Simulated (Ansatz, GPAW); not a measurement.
This is a calculation of CdTe for Ansatz 0.2.0. 

The input input.yaml:

```yaml
crystal:
  lattice:
    - [0.0, 3.205, 3.205]
    - [3.205, 0.0, 3.205]
    - [3.205, 3.205, 0.0]
  atoms:
    - { symbol: Te, position: [0.75, 0.75, 0.75] }
    - { symbol: Cd, position: [0.0, 0.0, 0.0] }
hamiltonian:
  xc: pbe
  pseudopotentials: { kind: paw }
kpoints:
  mp_grid: { grid: [7, 7, 7] }
scf:
  occupations: { method: gaussian, width: 0.011 }
output:
  forces: true
  stress: true
  eigenvalues: true
```

Potentials or basis: Ansatz PAW.

The run is started by

```bash
$ ansatz run input.yaml --threads 2 --pin off --max-ram 5632MiB --backend cpu --events-out ev --progress --plain --runs-dir out
```

Problem. Translate it to GPAW 26.7.0 (ASE script). Potentials or basis there: GPAW PAW data sets (gpaw-data 1.2.1), cutoff 600 eV.

Solution. As run (cutoffs and basis follow the program's own potentials, and thresholds, step limits or extra output files can differ):

The input run.py:

```python
from ase.dft.bandgap import bandgap
from ase.io import read, write
from ase.units import GPa
from gpaw import GPAW, PW

atoms = read('POSCAR')

calc = GPAW(mode=PW(600),
            xc='PBE',
            kpts={'size': (7, 7, 7), 'gamma': True},
            occupations={'name': 'methfessel-paxton', 'order': 0, 'width': 0.011},
            nbands=18,
            convergence={'density': 1e-05, 'energy': 1e-05},
            maxiter=150,
            txt='gpaw.txt')
atoms.calc = calc
energy = atoms.get_potential_energy()
forces = atoms.get_forces()
stress = atoms.get_stress()
calc.write('gs.gpw')
write('result.traj', atoms)
print(f'Energy: {energy:.6f} eV')
print('Forces (eV/A):')
print(forces.round(4))
print('Stress (GPa):', (stress / GPa).round(3))
print('Fermi level:', round(calc.get_fermi_level(), 4), 'eV')
print(f'Gap: {bandgap(calc)[0]:.4f} eV, direct: {bandgap(calc, direct=True)[0]:.4f} eV')
```

File POSCAR:

```
CdTe
1.0
    0.0000000000      3.2050000000      3.2050000000
    3.2050000000      0.0000000000      3.2050000000
    3.2050000000      3.2050000000      0.0000000000
Te Cd
1 1
Direct
    0.7500000000      0.7500000000      0.7500000000
    0.0000000000      0.0000000000      0.0000000000
```

Potentials or basis: GPAW PAW data sets (gpaw-data 1.2.1), pw.

The run is started by

```sh
$ OMP_NUM_THREADS=1 python run.py
```

Both were run:

|  | Ansatz | GPAW |
| --- | --- | --- |
| Pressure | 4.2 GPa | 3.8 GPa |

Ansatz's pressure holds a Pulay term of +0.04 GPa for its cutoff of 420 eV, which the other run lacks.

The potentials hold 36 and 18 valence electrons a cell.

Where Ansatz's input types no cutoff or centring, it takes its own default and a Γ-centred mesh.

Pressure is positive in compression.
